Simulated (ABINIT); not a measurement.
MgO:

```xyz
2
Lattice="0.0000 2.0970 2.0970 2.0970 0.0000 2.0970 2.0970 2.0970 0.0000" Properties=species:S:1:pos:R:3 pbc="T T T"
Mg    0.0000    0.0000    0.0000
O     2.0970    2.0970    2.0970
```

The cell is a database's computed one.

Program: ABINIT 10.8.3 (patched build). Alike in all runs: no spin polarisation; cell as given; smearing fermi-dirac 0.05 eV. Hardware: 1 thread of Arm Neoverse V2, with other jobs on the host.

Q: Order these runs on this cell by their wall time, lowest first.
A. task band structure; level LDA; potentials or basis PseudoDojo NC SR LDA v0.4.1 standard; k mesh 11 × 11 × 11; cutoff (eV) 1143
B. task band structure; level r2SCAN; potentials or basis JTH PAW LDA v2.0; k mesh 11 × 11 × 11; cutoff (eV) 762; fine-grid cutoff 1360.57 eV
C. task single point; level LDA; potentials or basis JTH PAW LDA v2.0; k mesh 14 × 14 × 14; cutoff (eV) 626; fine-grid cutoff 1224.51 eV
D. task single point; level PBE; potentials or basis JTH PAW PBE v2.0; k mesh 9 × 9 × 9; cutoff (eV) 626; fine-grid cutoff 1224.51 eV
E. task single point; level LDA; potentials or basis JTH PAW LDA v2.0; k mesh 7 × 7 × 7; cutoff (eV) 626; fine-grid cutoff 1224.51 eV

A: E (4.5 s), D (10 s), C (22 s), A (51 s), B (150 s).

Not every run made on this cell is shown here.
